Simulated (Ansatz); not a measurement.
The elements of this relaxed trial crystal are hidden behind letters.

```
lattice vectors (Å)
   0.0000    2.9758    2.9758
   2.9758    0.0000    2.9758
   2.9758    2.9758    0.0000
fractional positions
X 0.0000 0.0000 0.0000
Z 0.2500 0.2500 0.2500
```

These are results of Ansatz, DFT PBE, scalar-relativistic, plane waves, PAW, not measurements. The final run on the 2-atom cell used 420 eV, a Γ-centred 8×8×8 mesh, 0.02 eV smearing and no spin polarisation.

* Space group: F-43m (No. 216)
* Conventional cell: a = 5.952 Å
* Volume per atom: 26.35 Å³
* Density: 1.83 g/cm³
* Formation energy: −2.628 eV/atom
* Gap on the 8×8×8 mesh of the 2-atom cell: 5.06 eV

Energies are uncorrected and count from the elements' standard states at the same level.

Question: X is an s-block element of period 4 and Z is a p-block element of period 2. Which elements are they?

Answer: X = K, Z = F, so the formula is KF, here in the zinc blende type. Density times volume gives a mean mass of 1.83 × 26.35/1.6605 = 29.0 u per atom, and this set has 29.0 u. Among the elements that the hints allow, noble gases aside, only these give it. K is surrounded by 4 F at 2.58 Å; F is surrounded by 4 K at 2.58 Å.

Kohn–Sham gaps at this level usually fall short of measured ones. A structure relaxed within its symmetry needn't be a true minimum. Another cell of the same search, in Fm-3m, lies 85 meV/atom lower, so this cell isn't the stable form at this level.
